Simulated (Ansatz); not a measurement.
# Sb (P2_1/m) in Ansatz: a series of runs

Runs on Sb. Level: r2SCAN. Tasks: single point, equation of state.

Everything below comes from runs of Ansatz 0.2.0. Logs are shortened: lines on timing, memory, paths and dates and some standing lists are left out, and cuts for length are marked.

**1. Starting point**

The structure is monoclinic, space group P2_1/m (No. 11). The conventional cell has a = 3.122 Å, b = 4.348 Å, c = 4.406 Å, α = 90.00°, β = 90.51°, γ = 90.00°. Sb (site symmetry m) has 6 Sb at 3.04 to 3.15 Å as nearest neighbours.

This isn't the form of Sb at room conditions, which is rhombohedral.

**2. Single point, r2SCAN, 28.11 Å³/atom (volume scaled by 0.94)**

The input, input.yaml:

```yaml
crystal:
  lattice:
    - [3.058661625, 0.0, 0.0]
    - [0.0, 4.2587682402, 0.0]
    - [-0.0381205934, 0.0, 4.3159114163]
  atoms:
    - { symbol: Sb, position: [0.011389, 0.25, 0.241166] }
    - { symbol: Sb, position: [0.988611, 0.75, 0.758834] }
hamiltonian:
  xc: r2scan
  pseudopotentials: { kind: paw }
kpoints:
  mp_grid: { grid: [9, 6, 6] }
scf:
  occupations: { method: fermi_dirac, width: 0.05 }
output:
  forces: true
  stress: true
  eigenvalues: true
```

Potentials or basis: Ansatz PAW.

Run with:

```
$ ansatz run input.yaml --threads 2 --pin off --max-ram 5632MiB --backend cpu --events-out ev --progress --plain --runs-dir out
```

The program printed:

```text
Warning: RAYON_NUM_THREADS=2 ignored (pool sized by the plan → 2); use --threads N
Engine: ansatz 0.2.0, x86_64-unknown-linux-gnu
Pseudopotentials: kind: paw
Pseudopotential: Sb, paw, valence charge 15, recommended cutoff 500 eV (meta_gga), Sb.paw.azcp
Functional definition: r2SCAN
  parameter k0 = 0.174
  parameter k1 = 0.065
  parameter a1 = 4.9479
  exchange = r2scan_x(k0 = k0, k1 = k1, a1 = a1)
  correlation = r2scan_c
Crystal: 2 atoms, lattice volume = 56.220 Å³
Basis set: ecut = 500 eV, 1447 PW (Γ), exchange–correlation on 96×128×128 points (64 copies of the dense FFT grid, shifted against one another)
Bands: 19, of which v1, the nominal top of the filled ones, is band 15 counted from 1 (14 counted from 0)
Symmetry: 4 space group operations
Space group: P21/m (ITA 11), of the structure as read, at distance tolerance 3.8e-5 Å
k-points: 112 of 324
Non-local potential: Sb, projectors of the file, l = 0: 2, l = 1: 2, l = 2: 2, l = 3: 2
PAW form: soft (Blöchl's): semilocal exchange-correlation on the pseudo side does not see the compensation charge
PAW frozen core: Sb, regenerated for the run's functional (the file was generated under x = pbe(κ = 0.804, μ = 0.2195149727645171), c = pbe(β = 0.06672455060314922))
PAW one-centre angular grid: Sb, 590 points (default); XC on 160 Gauss nodes
Initial density: superposition of atomic densities (neutral atoms: chi_scale 0, normalization atom), corrected by the library's trained network
Initial wavefunctions: pseudopotential atomic-orbital guess
Functional: x = r2scan, c = r2scan; τ floored in thin density (d = 2e-4 eV/Å³)
SCF iter   1: F=—  HF=-12998.066015 eV  |F-HF|=—  |Δ(HF+E_count)|=         —  Δρ=5.27e-3  dr2=5.14e-3  dr2_τ=8.22e-4  ethr=1.77e-3  ⟨swp⟩=6.4  Hψ=11321  notcnv=0
preconditioner: auto → Kerker (q_TF=auto, 2.457 Å⁻¹)  [metal: Δε(μ)=0.027 eV  Ē_g=9.534 eV  σ=0.050 eV  W_gap=0.14  n_scr=10 (ndim 8)  ℏωp=15.7 eV  f_vac=0.000  D(μ)=1.48/eV (n_scr^D=10)]
SCF iter   2: F=—  HF=-12998.083841 eV  |F-HF|=—  |Δ(HF+E_count)|=   1.78e-2  Δρ=2.68e-3  dr2=1.58e-3  dr2_τ=3.02e-5  ethr=1.71e-5  ⟨swp⟩=2.0  Hψ=5052  notcnv=0  defer=18
SCF iter   3: F=—  HF=-12998.084528 eV  |F-HF|=—  |Δ(HF+E_count)|=   6.87e-4  Δρ=8.88e-4  dr2=2.04e-4  dr2_τ=1.47e-5  ethr=5.27e-6  ⟨swp⟩=2.0  Hψ=2680  notcnv=0  defer=18
SCF iter   4: F=—  HF=-12998.084558 eV  |F-HF|=—  |Δ(HF+E_count)|=   3.01e-5  Δρ=1.30e-4  dr2=1.16e-5  dr2_τ=9.87e-8  ethr=6.82e-7  ⟨swp⟩=2.2  Hψ=3805  notcnv=0  defer=18
SCF iter   5: F=—  HF=-12998.084560 eV  |F-HF|=—  |Δ(HF+E_count)|=   1.78e-6  Δρ=5.86e-5  dr2=1.63e-6  dr2_τ=4.53e-8  ethr=3.88e-8  ⟨swp⟩=3.0  Hψ=3873  notcnv=0  defer=18
SCF iter   6: F=-12998.084560 eV  HF=-12998.084560 eV  |F-HF|=6.39e-9  |Δ(HF+E_count)|=   1.86e-7  Δρ=8.80e-6  dr2=5.73e-8  dr2_τ=6.04e-10  ethr=3.33e-10  ⟨swp⟩=3.9  Hψ=9153  notcnv=0
SCF 1 converged in 6 iterations: F = -12998.084560 eV  dr2 = 5.73e-8
SCF converged after 6 iterations
Free energy (F): -12998.084560 eV
Harris-Foulkes:  -12998.084560 eV  (|F-HF|=6.39e-9)
Internal energy: -12998.072705 eV  (E = F + TS)
E sigma→0 (E₀):  -12998.078632 eV
Entropy (-TS):   -0.011855 eV (-5.928 meV/atom)
Fermi energy:    11.021989 eV
--- Per-component energies (eV) ---
  E_band       = -330.695140
  E_kinetic    = 413.421087
  E_local      = -3050.540505  (includes V_loc(G=0)·N_el)
  E_nonlocal   = 726.400196
  E_hartree    = 1393.074453
  E_xc         = -255.010139
  E_vxc        = -206.030722  (∫ρ·V_xc dr)
  E_paw        = -9204.148187  (= ΣΔE_a)
  E_vpaw       = -1013.924411  (= ΣTr[D̂ρ^β])
  E_aug_tail   = -0.000001  (compensation charges beyond the density's cutoff)
  E_vtau       = 13.839138  (kinetic-family band-sum trace: ∫τ·v_τ [+ j·A + Jᵃ·Aᵃ] dr)
  E_ewald      = -3022.281683
  E_core_change = 1.012074  (= ΣΔE_core)
  E_smearing   = -0.011855  (= −TS)
  E_closure    = 0.000000  (closes the sum)
  Σ components = -12998.084560   (vs F -12998.084560, Δ=0.00e0)
--- Forces (eV/Å), atoms counted from 1 ---
  atom   1  Sb    -0.04104363     0.00000000     0.12961827
  atom   2  Sb     0.04104363     0.00000000    -0.12961827
  max |Σ_I F_I| component: 6.94e-18 eV/Å
--- Stress (GPa, compression-positive) ---
        3.076603       0.000000       0.140491
        0.000000       3.156902       0.000000
        0.140491       0.000000       3.137963
  P = ⅓ Tr σ = 3.1238 GPa (31.238 kbar)
--- Band table (eV; the first three rows and the last of 112) ---
  k-point 0: bands = ["-19.3203", "-19.3091", "-19.2142", "-19.1940", "-19.1316", "-19.1311", "-19.0745", "-19.0743", "-19.0712", "-18.9791", "-2.6352", "3.3469", "6.7203", "6.8654", "13.0413", "14.2505", "14.5038", "14.6478", "18.1702"]
  k-point 1: bands = ["-19.3013", "-19.2992", "-19.2045", "-19.2008", "-19.1281", "-19.1275", "-19.0797", "-19.0781", "-19.0780", "-19.0022", "-2.4115", "2.4199", "7.1422", "7.4532", "13.1443", "13.3429", "14.1218", "14.4770", "18.3851"]
  k-point 2: bands = ["-19.2806", "-19.2420", "-19.2205", "-19.1776", "-19.1184", "-19.1179", "-19.1024", "-19.0885", "-19.0884", "-19.0629", "-1.7497", "0.8343", "7.9546", "8.6827", "11.1121", "11.6829", "15.1284", "16.3558", "17.4411"]
  k-point 111: bands = ["-19.1892", "-19.1892", "-19.1702", "-19.1702", "-19.1430", "-19.1430", "-19.1308", "-19.1308", "-19.0295", "-19.0295", "2.1865", "2.1865", "6.7656", "6.7656", "9.3281", "9.3281", "14.7795", "14.7795", "15.3944"]
```

Run time: 48 s. Hardware: 2 threads of Intel Xeon at 2.50GHz (Skylake/Cascade Lake), shared host; peak memory 0.53 GiB.

What came out:

```
Free energy            : -12998.0846 eV
Pressure               : 3.1 GPa
Largest force          : 0.136 eV/Å
Band gap on the k mesh : none (metal or under the smearing width)
```

Caveat: the PAW data sets come from PBE, with cores solved anew for the run's functional, which leaves a small shift of forces and pressure.

**3. Single point, r2SCAN, 28.71 Å³/atom (volume scaled by 0.96)**

Edit input.yaml of step 2 so:

```diff
@@ -2,5 +2,5 @@
   lattice:
-    - [3.058661625, 0.0, 0.0]
-    - [0.0, 4.2587682402, 0.0]
-    - [-0.0381205934, 0.0, 4.3159114163]
+    - [3.0802022053, 0.0, 0.0]
+    - [0.0, 4.288760554, 0.0]
+    - [-0.0383890571, 0.0, 4.34630616]
   atoms:
```

Potentials or basis: Ansatz PAW.

Run with:

```
$ ansatz run input.yaml --threads 2 --pin off --max-ram 5632MiB --backend cpu --events-out ev --progress --plain --runs-dir out
```

It took 42 s on 2 threads of Intel Xeon at 2.50GHz (Skylake/Cascade Lake), shared host; peak memory 0.53 GiB.

Results (log left out):

| Property | Result |
| --- | --- |
| Free energy | -12998.1022 eV |
| Pressure | 1.6 GPa |
| Largest force | 0.098 eV/Å |
| Band gap on the k mesh | none (metal or under the smearing width) |

Caveat: the PAW data sets come from PBE, with cores solved anew for the run's functional, which leaves a small shift of forces and pressure.

**4. Single point, r2SCAN, 29.31 Å³/atom (volume scaled by 0.98)**

Edit input.yaml of step 3 so:

```diff
@@ -2,5 +2,5 @@
   lattice:
-    - [3.0802022053, 0.0, 0.0]
-    - [0.0, 4.288760554, 0.0]
-    - [-0.0383890571, 0.0, 4.34630616]
+    - [3.1014456505, 0.0, 0.0]
+    - [0.0, 4.3183391477, 0.0]
+    - [-0.0386538176, 0.0, 4.3762816325]
   atoms:
```

Run with:

```
$ ansatz run input.yaml --threads 2 --pin off --max-ram 5632MiB --backend cpu --events-out ev --progress --plain --runs-dir out
```

It took 39 s on 2 threads of Intel Xeon at 2.50GHz (Skylake/Cascade Lake), shared host; peak memory 0.54 GiB.

The run converged. Its results:

| Quantity | Value |
| --- | --- |
| Free energy | -12998.1095 eV |
| Pressure | 0.3 GPa |
| Largest force | 0.065 eV/Å |
| Band gap on the k mesh | none (metal or under the smearing width) |

Caveat: the PAW data sets come from PBE, with cores solved anew for the run's functional, which leaves a small shift of forces and pressure.

**5. Single point, r2SCAN, 29.90 Å³/atom**

Edit input.yaml of step 4 so:

```diff
@@ -2,5 +2,5 @@
   lattice:
-    - [3.1014456505, 0.0, 0.0]
-    - [0.0, 4.3183391477, 0.0]
-    - [-0.0386538176, 0.0, 4.3762816325]
+    - [3.122402, 0.0, 0.0]
+    - [0.0, 4.347518, 0.0]
+    - [-0.038915, 0.0, 4.405852]
   atoms:
@@ -19 +19,5 @@
   eigenvalues: true
+  write_density: true
+  write_potential: true
+  elf: true
+  volumetric_format: npy
```

Run with:

```
$ ansatz run input.yaml --threads 2 --pin off --max-ram 5632MiB --backend cpu --events-out ev --progress --plain --runs-dir out
```

It took 56 s on 2 threads of Intel Xeon at 2.50GHz (Skylake/Cascade Lake), shared host; peak memory 0.55 GiB.

It converged, with:

```
Free energy            : -12998.1076 eV
Pressure               : -0.8 GPa
Largest force          : 0.046 eV/Å
Band gap on the k mesh : none (metal or under the smearing width)
```

Caveat: the PAW data sets come from PBE, with cores solved anew for the run's functional, which leaves a small shift of forces and pressure.

**6. Single point, r2SCAN, 30.50 Å³/atom (volume scaled by 1.02)**

Edit input.yaml of step 5 so:

```diff
@@ -2,5 +2,5 @@
   lattice:
-    - [3.122402, 0.0, 0.0]
-    - [0.0, 4.347518, 0.0]
-    - [-0.038915, 0.0, 4.405852]
+    - [3.1430807616, 0.0, 0.0]
+    - [0.0, 4.376310349, 0.0]
+    - [-0.0391727227, 0.0, 4.4350306782]
   atoms:
@@ -19,5 +19 @@
   eigenvalues: true
-  write_density: true
-  write_potential: true
-  elf: true
-  volumetric_format: npy
```

Potentials or basis: Ansatz PAW.

Run with:

```
$ ansatz run input.yaml --threads 2 --pin off --max-ram 5632MiB --backend cpu --events-out ev --progress --plain --runs-dir out
```

Run time: 48 s. Hardware: 2 threads of Intel Xeon at 2.50GHz (Skylake/Cascade Lake), shared host; peak memory 0.55 GiB.

The run converged. Its results:

```yaml
Free_energy: -12998.0976 eV
Pressure: -1.8 GPa
Largest_force: 0.050 eV/Å
Band_gap_on_the_k_mesh: none (metal or under the smearing width)
```

Caveat: the PAW data sets come from PBE, with cores solved anew for the run's functional, which leaves a small shift of forces and pressure.

**7. Single point, r2SCAN, 31.10 Å³/atom (volume scaled by 1.04)**

Edit input.yaml of step 6 so:

```diff
@@ -2,5 +2,5 @@
   lattice:
-    - [3.1430807616, 0.0, 0.0]
-    - [0.0, 4.376310349, 0.0]
-    - [-0.0391727227, 0.0, 4.4350306782]
+    - [3.1634909488, 0.0, 0.0]
+    - [0.0, 4.404728745, 0.0]
+    - [-0.0394270982, 0.0, 4.4638303856]
   atoms:
```

Run with:

```
$ ansatz run input.yaml --threads 2 --pin off --max-ram 5632MiB --backend cpu --events-out ev --progress --plain --runs-dir out
```

It took 56 s on 2 threads of Intel Xeon at 2.50GHz (Skylake/Cascade Lake), shared host; peak memory 0.56 GiB.

The run converged. Its results:

| Item | Value |
| --- | --- |
| Free energy | -12998.0804 eV |
| Pressure | -2.8 GPa |
| Largest force | 0.069 eV/Å |
| Band gap on the k mesh | none (metal or under the smearing width) |

Caveat: the PAW data sets come from PBE, with cores solved anew for the run's functional, which leaves a small shift of forces and pressure.

**8. Single point, r2SCAN, 31.70 Å³/atom (volume scaled by 1.06)**

Edit input.yaml of step 7 so:

```diff
@@ -2,5 +2,5 @@
   lattice:
-    - [3.1634909488, 0.0, 0.0]
-    - [0.0, 4.404728745, 0.0]
-    - [-0.0394270982, 0.0, 4.4638303856]
+    - [3.183641116, 0.0, 0.0]
+    - [0.0, 4.4327850985, 0.0]
+    - [-0.039678233, 0.0, 4.4922631929]
   atoms:
```

Run with:

```
$ ansatz run input.yaml --threads 2 --pin off --max-ram 5632MiB --backend cpu --events-out ev --progress --plain --runs-dir out
```

Run time: 53 s. Hardware: 2 threads of Intel Xeon at 2.50GHz (Skylake/Cascade Lake), shared host; peak memory 0.56 GiB.

Results (log left out):

```yaml
Free_energy: -12998.0568 eV
Pressure: -3.6 GPa
Largest_force: 0.091 eV/Å
Band_gap_on_the_k_mesh: none (metal or under the smearing width)
```

Caveat: the PAW data sets come from PBE, with cores solved anew for the run's functional, which leaves a small shift of forces and pressure.

**9. Equation of state, r2SCAN**

Potentials or basis: Ansatz PAW.

No new run: the results of the series are fitted here.

Results:

```
Equilibrium volume                        : 29.47 Å³/atom
Bulk modulus at fixed shape and positions : 58 GPa
Pressure derivative of the bulk modulus   : 4.9
```

Energy against volume, from the lowest point:
```tsv
volume (Å³/atom)	energy (meV/atom)
28.110	12.47
28.708	3.64
29.306	0.00
29.904	0.94
30.502	5.94
31.100	14.55
31.698	26.38
```

Caveat: the cell was scaled at fixed shape and fractional positions, which overstates the stiffness of a crystal with free parameters, most of all of layers and chains; the PAW data sets were made with another functional, which shifts forces and pressure a little. The run has no spin-orbit coupling, so splittings on Sb are missing.
